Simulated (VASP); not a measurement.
Crystal: TiSi2.

```
Ti Si
1.0
     0.00000    4.11752    4.26290
     2.38951    0.00000    4.26290
     2.38951    4.11752    0.00000
Ti Si
2 4
Direct
  0.75000 0.75000 0.75000
  0.50000 0.50000 0.50000
  0.41257 0.08743 0.41257
  0.08743 0.41257 0.08743
  0.16257 0.83743 0.16257
  0.83743 0.16257 0.83743
```

The cell is a database's computed one.

| Item | Value |
| --- | --- |
| Program | VASP 6.6.1 |
| Task | relaxation of cell and atoms |
| Functional | optB88-vdW |
| Potentials or basis | VASP PAW PBE potentials, release 64 (Ti_sv, Si) |
| Cutoff | 600 eV |
| k mesh | 5 × 5 × 5 |
| Occupations | fermi-dirac, width 0.05 eV |
| Spin | no spin polarisation |

At the start: pressure 3.8 GPa; volume 13.98 Å³/atom.

Q: How do energy, volume and symmetry change on relaxing?

A: Over 7 steps the energy falls by 4.3 meV/atom and the volume is 14.35 Å³/atom (+2.6 %); space group Fddd (No. 70, to 0.05 Å).

The path:
| step | energy change (eV) | largest force (eV/Å) | pressure (GPa) | volume (Å³) |
| --- | --- | --- | --- | --- |
| 1 | 0.0000 | 0.0125 | 3.78 | 83.88 |
| 2 | -0.0075 | 0.0380 | -2.83 | 87.95 |
| 3 | -0.0254 | 0.0267 | 0.03 | 86.05 |
| 4 | -0.0258 | 0.0193 | -0.01 | 86.13 |
| 5 | -0.0258 | 0.0192 | -0.02 | 86.13 |
| 6 | -0.0259 | 0.0144 | 0.02 | 86.12 |
| 7 | -0.0260 | 0.0023 | 0.05 | 86.08 |

Final structure:
```yaml
crystal:
  lattice:
    - [0.00000, 4.15528, 4.30073]
    - [2.40851, 0.00000, 4.30073]
    - [2.40851, 4.15528, 0.00000]
  atoms:
    - { symbol: Ti, position: [0.75000, 0.75000, 0.75000] }
    - { symbol: Ti, position: [0.50000, 0.50000, 0.50000] }
    - { symbol: Si, position: [0.41200, 0.08800, 0.41200] }
    - { symbol: Si, position: [0.08800, 0.41200, 0.08800] }
    - { symbol: Si, position: [0.16200, 0.83800, 0.16200] }
    - { symbol: Si, position: [0.83800, 0.16200, 0.83800] }
```

Caveat: the PAW data sets were made with another functional, which shifts forces and pressure a little.
